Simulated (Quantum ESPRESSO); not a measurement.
**HgTe (Coloradoite) under changes of volume**

One of the cells (33.215 Å³/atom); the others are scaled copies at fixed shape and fractional positions:

```xyz
2
Lattice="0.0000 3.2145 3.2145 3.2145 0.0000 3.2145 3.2145 3.2145 0.0000" Properties=species:S:1:pos:R:3 pbc="T T T"
Hg    0.0000    0.0000    0.0000
Te    4.8217    4.8217    4.8217
```

| Quantity | Value |
| --- | --- |
| Program | Quantum ESPRESSO 7.5 |
| Functional | PBEsol |
| Potentials or basis | GBRV 1.5 PBEsol |
| Cutoff | 612 eV |
| Density cutoff | 4898 eV |
| k mesh | 7 × 7 × 7 |
| Occupations | fermi-dirac, width 0.05 eV |
| Spin | no spin polarisation |

```csv
volume (Å³/atom),energy over the lowest point (meV/atom),pressure (GPa)
31.223,?,?
31.887,37.89,4.6
32.551,21.45,3.3
33.215,10.02,2.2
33.880,3.04,1.2
34.544,0.00,0.3
35.208,0.46,-0.5
```

**Question.** What does the run at 31.223 Å³/atom give?

**Answer.** Energy over the lowest point 59.97 meV/atom; pressure 6.1 GPa.

Worked out: A Birch-Murnaghan fit of order 3 (a polynomial in V^(-2/3)) to the other rows has its minimum at 34.78 Å³/atom with B0 = V·E''(V) = 42 GPa and B' = 5.3. It gives 60.00 meV/atom at 31.223 Å³/atom, against the run's 59.97, and -dE/dV = 6.1 GPa, against 6.1.

Energies are extrapolated to zero smearing.
